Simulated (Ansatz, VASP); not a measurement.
# Two plane-wave programs on Bi

```
CELL_PARAMETERS angstrom
2.19400 1.21891 3.90022
-2.35199 1.28710 3.96841
-0.01994 -2.68394 3.99337
ATOMIC_POSITIONS crystal
Bi 0.23389 0.23389 0.23389
Bi 0.76611 0.76611 0.76611
```

Change from the starting cell: equal xy, yz and zx shear strains of -3 %, PAW files.

Alike in both runs: task electric field gradients; functional PBE; k mesh 11 × 11 × 11; occupations fermi-dirac, width 0.03 eV; no spin polarisation.

|  | VASP | Ansatz |
| --- | --- | --- |
| version | VASP 6.6.1 | Ansatz 0.2.0 |
| potentials or method | VASP PAW PBE potentials, release 64 (Bi_d) | PAW with Ansatz's default frozen-core files, scalar-relativistic |
| plane-wave cutoff (eV) | 520 | 420 |
| valence electrons in the cell | 30 | 30 |

VASP gave:

- pressure (GPa): 1.8
- largest component of the traceless stress (GPa): 1.43
- rms of the force components (eV/Å): 0.164
- Vzz of the field gradient on the site that differs most (V/Å²): -64.6

Task: What did Ansatz give for the same quantities?

Result: Pressure (GPa): 1.9; largest component of the traceless stress (GPa): 1.43; rms of the force components (eV/Å): 0.160; Vzz of the field gradient on the site that differs most (V/Å²): -66.9.

Atom by atom the forces differ by 0.005 eV/Å (rms over components). The functional is the same, so the differences come from potentials, cutoffs and numerics. Ansatz warned: «gradients_without_spin_orbit».
